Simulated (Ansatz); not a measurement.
# KCl under compression and expansion

```
K Cl
1.0
     0.00000    3.53037    3.53037
     3.53037    0.00000    3.53037
     3.53037    3.53037    0.00000
K Cl
1 1
Direct
  0.00000 0.00000 0.00000
  0.25000 0.25000 0.25000
```

The cell was built from the zincblende type and relaxed in the same program, and has space group F-43m; it needn't be a known or the stable phase.

Levels of theory: DFT, PBE, all-electron LAPW, scalar-relativistic (Ansatz 0.2.0); DFT, PBE, PAW with Ansatz's default frozen-core files, scalar-relativistic (Ansatz 0.2.0).

For LAPW: a Γ-centred 11×11×11 k mesh, Fermi–Dirac smearing of 0.03 eV, basis error target 0.25 meV/atom, no spin polarisation. PAW takes a cutoff of 420 eV at this cell. The Ansatz runs share mesh, smearing and spin set-up. Plane-wave (PAW) pressures include the program's estimate of the Pulay term.

The cell above is scaled evenly, with fractional coordinates and shape held.

```json
{"V/V(cell)": "0.9405", "V (Å³/atom)": "41.383", "P, LAPW (GPa)": "0.85", "P, PAW (GPa)": "0.85", "gap on the k mesh, LAPW (eV)": "4.86", "free energy over the lowest listed, PAW (meV/atom)": "6.9"}
{"V/V(cell)": "0.9800", "V (Å³/atom)": "43.121", "P, LAPW (GPa)": "0.29", "P, PAW (GPa)": "0.29", "gap on the k mesh, LAPW (eV)": "4.78", "free energy over the lowest listed, PAW (meV/atom)": "0.9"}
{"V/V(cell)": "1.0000", "V (Å³/atom)": "44.001", "P, LAPW (GPa)": "0.05", "P, PAW (GPa)": "0.05", "gap on the k mesh, LAPW (eV)": "4.74", "free energy over the lowest listed, PAW (meV/atom)": "0.0"}
{"V/V(cell)": "1.0200", "V (Å³/atom)": "44.881", "P, LAPW (GPa)": "-0.17", "P, PAW (GPa)": "-0.17", "gap on the k mesh, LAPW (eV)": "4.69", "free energy over the lowest listed, PAW (meV/atom)": "0.3"}
{"V/V(cell)": "1.0600", "V (Å³/atom)": "46.641", "P, LAPW (GPa)": "-0.53", "P, PAW (GPa)": "-0.53", "gap on the k mesh, LAPW (eV)": "4.62", "free energy over the lowest listed, PAW (meV/atom)": "4.3"}
```

(1) What do Birch–Murnaghan fits to the pressures give?

Answers

(1) LAPW: V0 = 44.18 Å³/atom, B0 = 11 GPa, B0′ = 4.6; PAW: V0 = 44.18 Å³/atom, B0 = 11 GPa, B0′ = 4.6.
